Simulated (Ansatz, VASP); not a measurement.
**B in VASP and in Ansatz**

```
CELL_PARAMETERS angstrom
3.82487 0.00000 0.00000
0.00000 3.82487 0.00000
0.00000 0.00000 3.92275
ATOMIC_POSITIONS crystal
B 0.20582 0.45101 0.94918
B 0.04899 0.29418 0.55082
B 0.95101 0.70582 0.55082
B 0.45101 0.79418 0.05082
B 0.79418 0.54899 0.94918
B 0.70582 0.04899 0.44918
B 0.29418 0.95101 0.44918
B 0.54899 0.20582 0.05082
```

Alike in both runs: task relaxation of cell and atoms; functional PBE; k mesh 4 × 4 × 4; occupations gaussian, width 0.1 eV; no spin polarisation.

|  | VASP | Ansatz |
| --- | --- | --- |
| version | VASP 6.6.1 | Ansatz 0.2.0 |
| potentials or method | VASP PAW PBE potentials, release 64 (B) | scalar-relativistic, plane waves, PAW |
| plane-wave cutoff (eV) | 600 | 420 |
| valence electrons in the cell | 24 | 24 |

Ansatz gave:

```
gap on the k mesh at the Fermi level, each at its own relaxed structure (eV) : none
relaxed volume (Å³/atom)                                                     : 7.77
relaxed cell length with the largest relative difference (Å)                 : 4.654
energy change over the relaxation (meV/atom)                                 : -410
```

Estimate VASP's values.

gap on the k mesh at the Fermi level, each at its own relaxed structure (eV): none; relaxed volume (Å³/atom): 7.76; relaxed cell length with the largest relative difference (Å): 4.802; energy change over the relaxation (meV/atom): -412.

A gap of «none» marks a metal or a gap that the smearing closes.

Caveats: the k mesh is coarse (spacing up to 0.41 Å⁻¹), so the values aren't converged.
